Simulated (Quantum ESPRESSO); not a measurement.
Crystal: KTaO3.

```xyz
5
Lattice="3.9883 0.0000 0.0000 0.0000 3.9883 0.0000 0.0000 0.0000 3.9883" Properties=species:S:1:pos:R:3 pbc="T T T"
Ta    0.0000    0.0000    0.0000
K     1.9942    1.9942    1.9942
O     0.0000    0.0000    1.9942
O     0.0000    1.9942    0.0000
O     1.9942    0.0000    0.0000
```

Base run:

| Quantity | Value |
| --- | --- |
| Program | Quantum ESPRESSO 7.5 |
| Functional | PBEsol |
| Potentials or basis | GBRV 1.5 PBEsol |
| Cutoff | 762 eV |
| Density cutoff | 6095 eV |
| k mesh | 6 × 6 × 6, shifted |
| Occupations | fermi-dirac, width 0.05 eV |
| Spin | no spin polarisation |

Its results: pressure -0.1 GPa; electronic dielectric tensor (diagonal) 5.41.

Question: After a change of settings the same cell gave: pressure -5.1 GPa; electronic dielectric tensor (diagonal) 5.46. Which change was it?
A. functional from PBEsol to BLYP; potentials or basis from GBRV 1.5 PBEsol to GBRV 1.5 PBE
B. functional from PBEsol to LDA; potentials or basis from GBRV 1.5 PBEsol to GBRV 1.5 LDA
C. functional from PBEsol to PBE; potentials or basis from GBRV 1.5 PBEsol to GBRV 1.5 PBE
D. functional from PBEsol to WC; potentials or basis from GBRV 1.5 PBEsol to GBRV 1.5 PBE

Answer: B.

Caveats: the cell is more than 3 GPa from zero pressure, which shifts response properties (some runs).
